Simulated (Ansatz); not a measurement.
Set up this calculation in Ansatz 0.2.0, as the native input.

| Item | Value |
| --- | --- |
| Task | relaxation of cell and atoms |
| Functional | RPBE |
| Potentials or basis | Ansatz PAW |
| Cutoff | 420 eV (not typed: the program's choice for these potentials) |
| k mesh | 10 × 10 × 8 |
| Occupations | fermi-dirac, width 0.05 eV |
| Spin | no spin polarisation |

Crystal: ZrB2.

```
Zr B
1.0
     3.17000    0.00000    0.00000
    -1.58500    2.74530    0.00000
     0.00000    0.00000    3.53300
Zr B
1 2
Direct
  0.00000 0.00000 0.00000
  0.66667 0.33333 0.50000
  0.33333 0.66667 0.50000
```

The input as run:

input.yaml

```yaml
crystal:
  lattice:
    - [3.17, 0.0, 0.0]
    - [-1.585, 2.74530053, 0.0]
    - [0.0, 0.0, 3.533]
  atoms:
    - { symbol: Zr, position: [0.0, 0.0, 0.0] }
    - { symbol: B, position: [0.6666666667, 0.3333333333, 0.5] }
    - { symbol: B, position: [0.3333333333, 0.6666666667, 0.5] }
hamiltonian:
  xc: rpbe
  pseudopotentials: { kind: paw }
kpoints:
  mp_grid: { grid: [10, 10, 8] }
scf:
  occupations: { method: fermi_dirac, width: 0.05 }
output:
  forces: true
  stress: true
  eigenvalues: true
relax:
  f_tol: 0.01
  max_steps: 40
  cell: { stress_tol: 0.05 }
```

Potentials or basis: Ansatz PAW.

Launch:

```sh
$ ansatz run input.yaml --threads 2 --pin off --max-ram 5632MiB --backend cpu --events-out ev --progress --plain --runs-dir out
```

Results of the run:

```json
{
 "Relaxed volume": "10.44 Å³/atom",
 "Relaxed cell": "a = 3.186 Å, b = 3.186 Å, c = 3.564 Å, α = 90.00°, β = 90.00°, γ = 120.00°",
 "Space group after relaxing (to 0.05 Å)": "P6/mmm (No. 191)",
 "Energy gained by relaxing": "2.7 meV/atom",
 "Ionic steps": "7",
 "Pressure after relaxing": "0.0 GPa",
 "Band gap on the k mesh": "none (metal or under the smearing width)"
}
```

Caveat: the plane-wave basis is chosen anew once the cell has moved, so the energies of steps on either side of that aren't comparable; the PAW data sets come from PBE, with cores solved anew for the run's functional, which leaves a small shift of forces and pressure.

Run time: 10 s on 2 threads of Intel(R) Xeon(R) Processor @ 2.70GHz, on a shared host, peak memory 0.37 GiB.
